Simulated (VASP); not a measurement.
Crystal: Ag.

```
Ag
1.0
     0.00000    2.04275    2.04275
     2.04275    0.00000    2.04275
     2.04275    2.04275    0.00000
Ag
1
Cartesian
  0.0000 0.0000 0.0000
```

```yaml
Program: VASP 6.6.1
Task: relaxation of cell and atoms
Functional: PBEsol
Dispersion: D4
Potentials_or_basis: VASP PAW PBE potentials, release 64 (Ag)
Cutoff: 600 eV
k_mesh: 11 × 11 × 11
Occupations: fermi-dirac, width 0.05 eV
Spin: no spin polarisation
```

At the start: pressure -6.0 GPa; volume 17.05 Å³/atom.

Task: Where does the relaxation end?

Result: Over 3 steps the energy falls by 17.4 meV/atom and the volume is 16.18 Å³/atom (-5.1 %); space group Fm-3m (No. 225, to 0.05 Å).

Step by step:
| step | energy change (eV) | largest force (eV/Å) | pressure (GPa) | volume (Å³) |
| --- | --- | --- | --- | --- |
| 1 | 0.0000 | 0.0000 | -6.01 | 17.05 |
| 2 | -0.0052 | 0.0000 | 6.26 | 15.52 |
| 3 | -0.0174 | 0.0000 | -0.03 | 16.18 |

Final structure:
```
CELL_PARAMETERS angstrom
0.00000 2.00745 2.00745
2.00745 0.00000 2.00745
2.00745 2.00745 0.00000
ATOMIC_POSITIONS crystal
Ag 0.00000 0.00000 0.00000
```

Caveat: the PAW data sets were made with another functional, which shifts forces and pressure a little; pairwise dispersion overbinds metals, which lowers pressure and volume.
